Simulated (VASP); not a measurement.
# MoS2 (R-3m) in VASP: a series of runs

Runs on MoS2. Level: PBEsol. Tasks: single point.

Program: VASP 6.6.1. These are calculated values, not measurements. Logs are shortened: lines on timing, memory, paths and dates and some standing lists are left out, and cuts for length are marked.

### 1 Starting point

The structure is trigonal, space group R-3m (No. 166). The conventional cell has a = 3.171 Å, b = 3.171 Å, c = 18.345 Å, α = 90.00°, β = 90.00°, γ = 120.00°. Mo (site symmetry -3m) has 6 S at 2.39 Å as nearest neighbours. S (site symmetry 3m) has 3 Mo at 2.39 Å as nearest neighbours.

Measurements of this composition are mostly on another form, of space group No. 194.

### 2 Single point, PBEsol, spin-orbit coupling, no magnetisation

Contents of INCAR:

```
PREC = Accurate
ENCUT = 500
EDIFF = 1E-7
ISMEAR = 0
SIGMA = 0.02
LREAL = F
LASPH = T
NELM = 100
ALGO = Normal
ISIF = 2
LWAVE = F
LCHARG = F
MAGMOM = 0 0 0 0 0 0 0 0 0
LORBIT = 11
LSORBIT = T
GGA_COMPAT = F
LMAXMIX = 4
GGA = PS
NBANDS = 42
```

Contents of KPOINTS:

```
regular mesh
0
Gamma
  8 8 8
```

Contents of POSCAR:

```
MoS2
1.0
    1.5855000000      0.9153888518      6.1149966667
   -1.5855000000      0.9153888518      6.1149966667
    0.0000000000     -1.8307777036      6.1149966667
Mo S
1 2
Direct
    0.0000000000      0.0000000000      0.0000000000
    0.2500000000      0.2500000000      0.2500000000
    0.7500000000      0.7500000000      0.7500000000
```

Potentials or basis: VASP PAW PBE potentials, release 64 (Mo_sv, S).

Command:

```
cat potpaw_PBE.64/Mo_sv/POTCAR potpaw_PBE.64/S/POTCAR > POTCAR
mpirun -np 1 vasp_ncl > vasp.out
```

OUTCAR:

```text
PREC = Accurate
   ENCUT = 500
   EDIFF = 1E-7
   ISMEAR = 0
   LREAL = F
   LASPH = T
   NELM = 100
   ISIF = 2
   LORBIT = 11
   LSORBIT = T
   GGA = PS

 Found     65 irreducible k-points:

 Following reciprocal coordinates:
            Coordinates               Weight
  0.000000  0.000000  0.000000      1.000000
  0.125000  0.000000  0.000000      6.000000
  0.250000  0.000000  0.000000      6.000000
  0.375000  0.000000  0.000000      6.000000
  0.500000  0.000000  0.000000      3.000000
  0.125000  0.125000  0.000000      6.000000
   k-points           NKPTS =     65   k-points in BZ     NKDIM =     65   number of bands    NBANDS=     42
   number of dos      NEDOS =    301   number of ions     NIONS =      3
   total plane-waves  NPLWV = 110592
   dimension x,y,z NGX =    48 NGY =   48 NGZ =   48
   dimension x,y,z NGXF=    96 NGYF=   96 NGZF=   96
   ions per type =               1   2
   NGX,Y,Z   is equivalent  to a cutoff of  12.50, 12.50, 12.50 a.u.
   NGXF,Y,Z  is equivalent  to a cutoff of  25.00, 25.00, 25.00 a.u.
 SYSTEM =  unknown system
   PREC   = accura    normal or accurate (medium, high low for compatibility)
   ISTART =      0    job   : 0-new  1-cont  2-samecut
   ICHARG =      2    charge: 1-file 2-atom 10-const
   ISPIN  =      1    spin polarized calculation?
   LNONCOLLINEAR =      T non collinear calculations
   LSORBIT =      T    spin-orbit coupling
   LASPH  =      T    aspherical Exc in radial PAW
   ENCUT  =  500.0 eV  36.75 Ry    6.06 a.u.  11.64 11.64 11.64*2*pi/ulx,y,z
   NELM   =    100;   NELMIN=  2; NELMDL= -5     # of ELM steps
   EDIFF  = 0.1E-06   stopping-criterion for ELM
   LREAL  =      F    real-space projection
   EDIFFG = 0.1E-05   stopping-criterion for IOM
   NSW    =      0    number of steps for IOM
   IBRION =     -1    ionic relax: 0-MD 1-quasi-New 2-CG
   NFREE  =      0    steps in history (QN), initial steepest desc. (CG)
   ISIF   =      2    stress and relaxation
   ISYM   =      2    0-nonsym 1-usesym 2-fastsym
   POTIM  = 0.5000    time-step for ionic-motion
   TEBEG  =    0.0;   TEEND  =   0.0 temperature during run
   PSTRESS=    0.0 pullay stress
   NELECT =      26.0000    total number of electrons
   NUPDOWN=      -1.0000    fix difference up-down
   EMIN   =  10.00;   EMAX   =-10.00  energy-range for DOS
   EFERMI =   0.00;   METHOD = LEGACY
   ISMEAR =     0;   SIGMA  =   0.02  broadening in eV -4-tet -1-fermi 0-gaus
   EFERMI_NEDOS =   21; number of points for ismear=-14 and -15
   IALGO  =     38    algorithm
   IMIX   =      4    mixing-type and parameters
     AMIX     =   0.40;   BMIX     =  1.00
     AMIX_MAG =   1.60;   BMIX_MAG =  1.00
  volume/ion in A,a.u.               =      17.75       119.78
  Fermi-wavevector in a.u.,A,eV,Ry     =   1.289118  2.436081 22.610522  1.661826
  Thomas-Fermi vector in A             =   2.421031
   LORBIT       =     11    0 simple, 1 ext, 2 COOP (PROOUT), +10 PAW based schemes
   GGA     = PS    functional components
   LHFCALC =     F    Hartree Fock is set to
   AEXX    =    0.0000 exact exchange contribution
   IVDW    =     0    specifies the selected vdW correction
   LEPSILON=     F    determine dielectric tensor
   LRPA    =     F    only Hartree local field effects (RPA)
 Gauss-broadening in eV      SIGMA  =   0.02
  energy-cutoff  :      500.00
  volume of cell :       53.25
 maximum number of plane-waves:      2732
   NGX = 23   NGY = 23   NGZ = 23

 number of electron      26.0000000 magnetization       0.0000000      0.0000000      0.0000000

 number of electron      25.9999998 magnetization      -0.0000000      0.0000000      0.0000000

 number of electron      25.9999998 magnetization      -0.0000000     -0.0000000     -0.0000000

 number of electron      25.9999998 magnetization       0.0000000     -0.0000000     -0.0000000

 Free energy of the ion-electron system (eV)
  ---------------------------------------------------
  ext. energy  EPLUGINS =         0.00000000
  ---------------------------------------------------
  free energy    TOTEN  =       -22.67788347 eV

  energy without entropy =      -22.67771490  energy(sigma->0) =      -22.67779918

 E-fermi :   7.6884     XC(G=0): -11.0047

 val. band max:        7.6552315606   @ k =   0.5000   0.5000   0.5000
 cond. band min:       7.7020661898   @ k =  -0.3750   0.2500   0.0000
 fundamental gap:      0.0468346293
 Fermi energy:         7.6884387518

 k-point     1 :       0.0000    0.0000    0.0000
  band No.  band energies     occupation
      1     -53.9760      1.00000
      2     -53.9760      1.00000
      3     -29.6613      1.00000
      4     -29.6613      1.00000
      5     -27.2734      1.00000
      6     -27.2734      1.00000
[... 30 lines left out ...]
     37      14.3176      0.00000
     38      14.3176      0.00000

 k-point     2 :       0.1250    0.0000    0.0000
  band No.  band energies     occupation
      1     -53.9700      1.00000
      2     -53.9700      1.00000
      3     -29.6785      1.00000
      4     -29.6785      1.00000
      5     -27.2833      1.00000
      6     -27.2833      1.00000
[... 30 lines left out ...]
     37      15.1063      0.00000
     38      15.1063      0.00000
[... 121 lines left out ...]
     37      14.5599      0.00000
     38      14.5599      0.00000

 k-point     6 :       0.1250    0.1250    0.0000
  band No.  band energies     occupation
      1     -53.9700      1.00000
      2     -53.9700      1.00000
      3     -29.6785      1.00000
      4     -29.6785      1.00000
      5     -27.2833      1.00000
      6     -27.2833      1.00000
[... 30 lines left out ...]
     37      15.1833      0.00000
     38      15.1833      0.00000

 [... further k-points ...]

 [bands above 38 left out]

------------------------ aborting loop because EDIFF is reached ----------------------------------------

  FORCE on cell =-STRESS in cart. coord.  units (eV):
  Direction    XX          YY          ZZ          XY          YZ          ZX
  --------------------------------------------------------------------------------------
  -------------------------------------------------------------------------------------
  Total        0.4410812      0.4410812      2.0315352      0.0000000      0.0000000      0.0000000
  in kB       13.2711889     13.2711889     61.1245389      0.0000000      0.0000000      0.0000000
  external PRESSURE =      29.2223056 kB  Pullay stress =       0.0000000 kB

 VOLUME and BASIS-vectors are now :
 -----------------------------------------------------------------------------
  energy-cutoff  :      500.00
  volume of cell :       53.25
      direct lattice vectors                 reciprocal lattice vectors
     1.585500000  0.915388852  6.114996667     0.315357931  0.182071986  0.054510796
    -1.585500000  0.915388852  6.114996667    -0.315357931  0.182071986  0.054510796
     0.000000000 -1.830777704  6.114996667     0.000000000 -0.364143973  0.054510796

 POSITION                                       TOTAL-FORCE (eV/Angst)
 -----------------------------------------------------------------------------------
      0.00000      0.00000      0.00000         0.000000      0.000000      0.000000
      0.00000      0.00000      4.58625         0.000000     -0.000000     -0.761766
      0.00000      0.00000     13.75874         0.000000      0.000000      0.761766
 -----------------------------------------------------------------------------------
    total drift:                               -0.000000     -0.000000      0.000000

  FREE ENERGIE OF THE ION-ELECTRON SYSTEM (eV)
  ---------------------------------------------------
  free  energy   TOTEN  =       -22.6778834666 eV

  energy  without entropy=      -22.6777149033  energy(sigma->0) =      -22.67779918

 Spin-Orbit-Coupling matrix elements

 Ion:    1  E_soc:     -0.1970168
 l=   1
     0.0000000    -0.0295750    -0.0293805
    -0.0295750     0.0000000    -0.0295750
    -0.0293805    -0.0295750     0.0000000
 l=   2
     0.0000000    -0.0005330     0.0000000    -0.0005330    -0.0032439
    -0.0005330     0.0000000    -0.0021363    -0.0003296    -0.0005330
     0.0000000    -0.0021363     0.0000000    -0.0021363     0.0000000
    -0.0005330    -0.0003296    -0.0021363     0.0000000    -0.0005330
    -0.0032439    -0.0005330     0.0000000    -0.0005330     0.0000000
 l=   3
     0.0000000     0.0000000     0.0000000     0.0000000     0.0000000     0.0000000     0.0000000
     0.0000000     0.0000000     0.0000000     0.0000000     0.0000000     0.0000000     0.0000000
     0.0000000     0.0000000     0.0000000     0.0000000     0.0000000     0.0000000     0.0000000
     0.0000000     0.0000000     0.0000000     0.0000000     0.0000000     0.0000000     0.0000000
     0.0000000     0.0000000     0.0000000     0.0000000     0.0000000     0.0000000     0.0000000
     0.0000000     0.0000000     0.0000000     0.0000000     0.0000000     0.0000000     0.0000000
     0.0000000     0.0000000     0.0000000     0.0000000     0.0000000     0.0000000     0.0000000

 Ion:    2  E_soc:     -0.0025891
 l=   1
     0.0000000    -0.0004329    -0.0004287
    -0.0004329     0.0000000    -0.0004329
    -0.0004287    -0.0004329     0.0000000
 l=   2
     0.0000000     0.0000000     0.0000000     0.0000000     0.0000000
     0.0000000     0.0000000     0.0000000     0.0000000     0.0000000
     0.0000000     0.0000000     0.0000000     0.0000000     0.0000000
     0.0000000     0.0000000     0.0000000     0.0000000     0.0000000
     0.0000000     0.0000000     0.0000000     0.0000000     0.0000000
 l=   3
     0.0000000     0.0000000     0.0000000     0.0000000     0.0000000     0.0000000     0.0000000
     0.0000000     0.0000000     0.0000000     0.0000000     0.0000000     0.0000000     0.0000000
     0.0000000     0.0000000     0.0000000     0.0000000     0.0000000     0.0000000     0.0000000
     0.0000000     0.0000000     0.0000000     0.0000000     0.0000000     0.0000000     0.0000000
     0.0000000     0.0000000     0.0000000     0.0000000     0.0000000     0.0000000     0.0000000
     0.0000000     0.0000000     0.0000000     0.0000000     0.0000000     0.0000000     0.0000000
     0.0000000     0.0000000     0.0000000     0.0000000     0.0000000     0.0000000     0.0000000

 Ion:    3  E_soc:     -0.0025891
 l=   1
     0.0000000    -0.0004329    -0.0004287
    -0.0004329     0.0000000    -0.0004329
    -0.0004287    -0.0004329     0.0000000
 l=   2
     0.0000000     0.0000000     0.0000000     0.0000000     0.0000000
     0.0000000     0.0000000     0.0000000     0.0000000     0.0000000
     0.0000000     0.0000000     0.0000000     0.0000000     0.0000000
     0.0000000     0.0000000     0.0000000     0.0000000     0.0000000
     0.0000000     0.0000000     0.0000000     0.0000000     0.0000000
 l=   3
     0.0000000     0.0000000     0.0000000     0.0000000     0.0000000     0.0000000     0.0000000
     0.0000000     0.0000000     0.0000000     0.0000000     0.0000000     0.0000000     0.0000000
     0.0000000     0.0000000     0.0000000     0.0000000     0.0000000     0.0000000     0.0000000
     0.0000000     0.0000000     0.0000000     0.0000000     0.0000000     0.0000000     0.0000000
     0.0000000     0.0000000     0.0000000     0.0000000     0.0000000     0.0000000     0.0000000
     0.0000000     0.0000000     0.0000000     0.0000000     0.0000000     0.0000000     0.0000000
     0.0000000     0.0000000     0.0000000     0.0000000     0.0000000     0.0000000     0.0000000

 total charge

# of ion       s       p       d       tot
------------------------------------------
    1        2.308   6.236   3.973  12.517
    2        1.360   2.321   0.000   3.681
    3        1.360   2.321   0.000   3.681
--------------------------------------------------
tot          5.028  10.877   3.973  19.878

 magnetization (x)

# of ion       s       p       d       tot
------------------------------------------
    1        0.000   0.000   0.000   0.000
    2        0.000   0.000   0.000   0.000
    3        0.000   0.000   0.000   0.000
--------------------------------------------------
tot          0.000   0.000   0.000   0.000

 magnetization (y)

# of ion       s       p       d       tot
------------------------------------------
    1        0.000   0.000   0.000   0.000
    2        0.000   0.000   0.000   0.000
    3        0.000   0.000   0.000   0.000
--------------------------------------------------
tot          0.000   0.000   0.000   0.000

 magnetization (z)

# of ion       s       p       d       tot
------------------------------------------
    1        0.000   0.000   0.000   0.000
    2        0.000   0.000   0.000   0.000
    3        0.000   0.000   0.000   0.000
--------------------------------------------------
tot          0.000   0.000   0.000   0.000
```

Run time: 8.1 min. Hardware: 1 thread of Intel Xeon 6975P-C (Granite Rapids), shared host; peak memory 0.81 GiB.

These settings aren't checked as converged: the numbers below hold their error.

What came out:

```
Free energy                                           : -22.6779 eV
Pressure                                              : 2.9 GPa
Largest force                                         : 0.762 eV/Å
Valence electrons inside the program's atomic spheres : Mo 12.52; S 3.68
```

Caveat: the PAW data sets were made with another functional, which shifts forces and pressure a little; the cell's inner coordinates are idealised or old, which leaves forces on the atoms.

### 3 Single point, PBEsol, spin-orbit coupling, no magnetisation

Changes to INCAR since step 2:

```diff
@@ -1,3 +1,3 @@
 PREC = Accurate
-ENCUT = 500
+ENCUT = 750
 EDIFF = 1E-7
```

Contents of KPOINTS:

```
regular mesh
0
Gamma
  7 7 7
```

POSCAR is that of step 2.

Potentials or basis: VASP PAW PBE potentials, release 64 (Mo_sv, S).

Command:

```
cat potpaw_PBE.64/Mo_sv/POTCAR potpaw_PBE.64/S/POTCAR > POTCAR
mpirun -np 1 vasp_ncl > vasp.out
```

Run time: 14 min. Hardware: 1 thread of Intel Xeon 6975P-C (Granite Rapids), shared host; peak memory 1.3 GiB.

These settings aren't checked as converged: the numbers below hold their error.

Results:

```
Free energy                                           : -22.6869 eV
Pressure                                              : 3.1 GPa
Largest force                                         : 0.792 eV/Å
Valence electrons inside the program's atomic spheres : Mo 12.51; S 3.68
```

Caveat: the PAW data sets were made with another functional, which shifts forces and pressure a little; the cell's inner coordinates are idealised or old, which leaves forces on the atoms.

### 4 Single point, PBEsol, spin-orbit coupling, no magnetisation

Changes to INCAR since step 3:

```diff
@@ -1,3 +1,3 @@
 PREC = Accurate
-ENCUT = 750
+ENCUT = 250
 EDIFF = 1E-7
```

Contents of KPOINTS:

```
regular mesh
0
Gamma
  3 3 3
```

POSCAR is that of step 3.

Command:

```
cat potpaw_PBE.64/Mo_sv/POTCAR potpaw_PBE.64/S/POTCAR > POTCAR
mpirun -np 1 vasp_ncl > vasp.out
```

Run time: 30 s. Hardware: 1 thread of Intel Xeon 6975P-C (Granite Rapids), shared host; peak memory 0.37 GiB.

The run converged, but a check on its numbers failed (symmetry, net force, bounds or a known fault of this set-up), so they aren't taken as properties of the crystal.

Caveat: the k mesh is coarse (spacing up to 0.77 Å⁻¹), so the values aren't converged; the cutoff lies under the usual one of these potentials, so the numbers hold a large basis-set error; the PAW data sets were made with another functional, which shifts forces and pressure a little; the cell's inner coordinates are idealised or old, which leaves forces on the atoms.
